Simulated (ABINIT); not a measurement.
# SiC (Moissanite): G0W0 in ABINIT against the exchange cutoff, part 2 of 2

Aim: move the exchange cutoff of a G0W0 run on SiC (Moissanite) over a wide range.

ABINIT 10.8.3; PBE and many-body steps on it, plane waves. Known limits of the many-body steps: not at the basis limit.

So far. Step 2 (Screening, 6×6×4 mesh, 75 bands, screening to 163.3 eV): Local fields lower ε∞ by 9 %.

## (5) 14.8 Ha

Level of this step: G0W0 on PBE, plane waves, norm-conserving pseudopotentials (ABINIT).

The self-energy is evaluated for the states that the input lists, and the levels follow from it, in one-shot runs by the linearised quasiparticle equation.

Contents of run.abi:

```
acell 3*1.0 Angstrom
rprim 
  3.075999999976 0.000000000005 0.000000000000
  -1.537999999993 2.663894142018 0.000000000000
  0.000000000000 0.000000000000 5.048000000000
ntypat 2
znucl 14 6
natom 4
typat 1 1 2 2
xred 
  0.333333333333 0.666666666667 0.000000000000
  0.666666666667 0.333333333333 0.500000000000
  0.333333333333 0.666666666667 0.385000000000
  0.666666666667 0.333333333333 0.885000000000
pp_dirpath "pseudos"
pseudos "Si.upf, C.upf"
ecut 37
ngkpt 6 6 4
nshiftk 1
shiftk 0 0 0
kptopt 1
chksymbreak 0
istwfk *1
occopt 1
irdwfk 1
optdriver 4
nband 75
gwcalctyp 0
ecutsigx 14.8
symsigma 1
nkptgw 3
kptgw 
  0.0000000000 0.0000000000 0.0000000000
  0.3333333333 0.3333333333 0.0000000000
  0.5000000000 0.0000000000 0.0000000000
bdgw 
  6 10
  7 10
  7 10
ecuteps 6
irdscr 1
ppmodel 1
indata_prefix "in"
outdata_prefix "out"
tmpdata_prefix "tmp"
```

Run with:

```sh
$ OMP_NUM_THREADS=1 mpirun -n 4 abinit run.abi > log
```

The log of the run:

```text
.Version 10.8.3 of ABINIT. v10.8.2 released Aug 2026.

 Symmetries : space group P6_3 m c (#186); Bravais hP (primitive hexag.)
[... echo of the input left out ...]
== DATASET  1 ==================================================================
-   mpi_nproc: 4, omp_nthreads: 1 (-1 if OMP is not activated)

--- !DatasetInfo
iteration_state: {dtset: 1, }
dimensions: {natom: 4, nkpt: 21, mband: 75, nsppol: 1, nspinor: 1, nspden: 1, mpw: 3018, }
cutoff_energies: {ecut:  37.0, pawecutdg:  -1.0, }
[...]
Band     E0 <VxcDFT>   SigX SigC(E0)      Z dSigC/dE  Sig(E)    E-E0       E
[...]
9   9.734 -10.592  -6.058  -4.015   0.822  -0.216 -10.165   0.427  10.161
       10  11.338 -11.767  -6.935  -4.072   0.811  -0.233 -11.151   0.616  11.954

== END DATASET(S) ==============================================================
================================================================================

 -outvars: echo values of variables after computation  --------
           etotal      0.0000000000E+00
            nband          75
             nkpt          21
          spgroup         186
 [... the other variables as echoed above ...]

 Calculation completed.
```

It took 17 s on 4 MPI ranks of Arm Neoverse V1, shared host; peak memory 0.94 GiB; 68 s of CPU time.

This step gave:

| Item | Value |
| --- | --- |
| G0W0 gap on the points computed | 2.869 eV |
| starting gap on the mesh | 2.329 eV |
| k of the valence top | 0, 0, 0 |
| k of the conduction bottom | 0.3333, 0.3333, 0 |
| least direct G0W0 gap on the computed points | 4.910 eV |

The gap on the mesh goes from 2.33 eV to 2.87 eV, a correction of +0.54 eV.

## (6) 25.9 Ha

run.abi, as its differences from that of step 5:

```diff
@@ -28,3 +28,3 @@
 gwcalctyp 0
-ecutsigx 14.8
+ecutsigx 25.9
 symsigma 1
```

The log of the run:

```text
.Version 10.8.3 of ABINIT. v10.8.2 released Aug 2026.

 Symmetries : space group P6_3 m c (#186); Bravais hP (primitive hexag.)
[... echo of the input left out ...]
== DATASET  1 ==================================================================
-   mpi_nproc: 4, omp_nthreads: 1 (-1 if OMP is not activated)

--- !DatasetInfo
iteration_state: {dtset: 1, }
dimensions: {natom: 4, nkpt: 21, mband: 75, nsppol: 1, nspinor: 1, nspden: 1, mpw: 3018, }
cutoff_energies: {ecut:  37.0, pawecutdg:  -1.0, }
[...]
Band     E0 <VxcDFT>   SigX SigC(E0)      Z dSigC/dE  Sig(E)    E-E0       E
[...]
9   9.734 -10.592  -6.058  -4.015   0.822  -0.216 -10.165   0.427  10.161
       10  11.338 -11.767  -6.940  -4.072   0.811  -0.233 -11.155   0.612  11.950

== END DATASET(S) ==============================================================
================================================================================

 -outvars: echo values of variables after computation  --------
           etotal      0.0000000000E+00
            nband          75
             nkpt          21
          spgroup         186
 [... the other variables as echoed above ...]

 Calculation completed.
```

Elapsed: 17 s, on 4 MPI ranks; peak memory 0.95 GiB.

This step gave:

- G0W0 gap on the points computed: 2.879 eV
- starting gap on the mesh: 2.329 eV
- k of the valence top: 0, 0, 0
- k of the conduction bottom: 0.3333, 0.3333, 0
- least direct G0W0 gap on the computed points: 4.918 eV

Against the run before, the gap moves by +0.010 eV.

## (7) 37 Ha

run.abi, as its differences from that of step 6:

```diff
@@ -28,3 +28,3 @@
 gwcalctyp 0
-ecutsigx 25.9
+ecutsigx 37
 symsigma 1
```

The log of the run:

```text
.Version 10.8.3 of ABINIT. v10.8.2 released Aug 2026.

 Symmetries : space group P6_3 m c (#186); Bravais hP (primitive hexag.)
[... echo of the input left out ...]
== DATASET  1 ==================================================================
-   mpi_nproc: 4, omp_nthreads: 1 (-1 if OMP is not activated)

--- !DatasetInfo
iteration_state: {dtset: 1, }
dimensions: {natom: 4, nkpt: 21, mband: 75, nsppol: 1, nspinor: 1, nspden: 1, mpw: 3018, }
cutoff_energies: {ecut:  37.0, pawecutdg:  -1.0, }
[...]
Band     E0 <VxcDFT>   SigX SigC(E0)      Z dSigC/dE  Sig(E)    E-E0       E
[...]
9   9.734 -10.592  -6.058  -4.015   0.822  -0.216 -10.165   0.427  10.161
       10  11.338 -11.767  -6.941  -4.072   0.811  -0.233 -11.156   0.612  11.950

== END DATASET(S) ==============================================================
================================================================================

 -outvars: echo values of variables after computation  --------
           etotal      0.0000000000E+00
            nband          75
             nkpt          21
          spgroup         186
 [... the other variables as echoed above ...]

 Calculation completed.
```

It took 17 s on 4 MPI ranks; peak memory 0.95 GiB.

Numbers from this step:

| Quantity | Value |
| --- | --- |
| G0W0 gap on the points computed | 2.879 eV |
| starting gap on the mesh | 2.329 eV |
| k of the valence top | 0, 0, 0 |
| k of the conduction bottom | 0.3333, 0.3333, 0 |
| least direct G0W0 gap on the computed points | 4.919 eV |

Against the run before, the gap moves by +0.000 eV.

## (8) Side by side

Times are wall times on 4 MPI ranks of Arm Neoverse V1, shared host, good to a factor of about two. A run's time includes the screening step that it read.

```tsv
run	mesh	bands	screening cutoff (eV)	DFT gap (eV)	gap on the mesh (eV)	direct (eV)	ε∞ used	time
3.7 Ha	6×6×4	75	163.3	2.329	2.511	4.646	6.84	75 s
7.4 Ha	6×6×4	75	163.3	2.329	2.803	4.860	6.84	85 s
14.8 Ha	6×6×4	75	163.3	2.329	2.869	4.910	6.84	85 s
25.9 Ha	6×6×4	75	163.3	2.329	2.879	4.918	6.84	85 s
37 Ha	6×6×4	75	163.3	2.329	2.879	4.919	6.84	85 s
```

## (9) Summary of results

```
3.7 Ha       : 2.511 eV
7.4 Ha       : 2.803 eV
14.8 Ha      : 2.869 eV
25.9 Ha      : 2.879 eV
37 Ha        : 2.879 eV
known limits : not at the basis limit
```

**Reading.** The setting moved: exchange cutoff. From 3.7 Ha to 37 Ha the gap moves by +0.37 eV. It holds to 0.03 eV from 14.8 Ha on. Bands and screening cutoff are coupled, so a series along one setting does not show full convergence. Below the screening cutoff the correlation part is cut too. Bands and cutoff are finite, so the gap is not at the basis limit. The miss can reach some tenths of an eV and take either sign; the mesh is an error of its own. In the G0W0 runs levels were corrected at 3 k points alone, so a gap called «on the mesh» is the least over those, and an edge elsewhere would be missed.

[Paths, hosts, dates, memory and timing lines, banners, echoed tables and standing remarks are left out of the program output.]

[Logs are printed without paths, hosts, clocks, repeated set-up lines and the standing remarks that a program may print on its own settings, such as how far it seeks lower states.]

[Runs of the session that timed out or met a known fault of the program may be left out.]

[Hosts, paths, dates, database ids (printed as entryN), source tags and the programs' standing remarks are cut or masked in the printed files.]

[G0W0 gaps are taken among the corrected bands and points alone; a level outside them can change the order at an edge.]

[Where Ansatz stands beside ABINIT at settings called matched, ABINIT's density can come from a denser mesh and the files from another edition; pairs whose starting gaps differed by over 0.03 eV were left out, so agreement reads better than it is.]
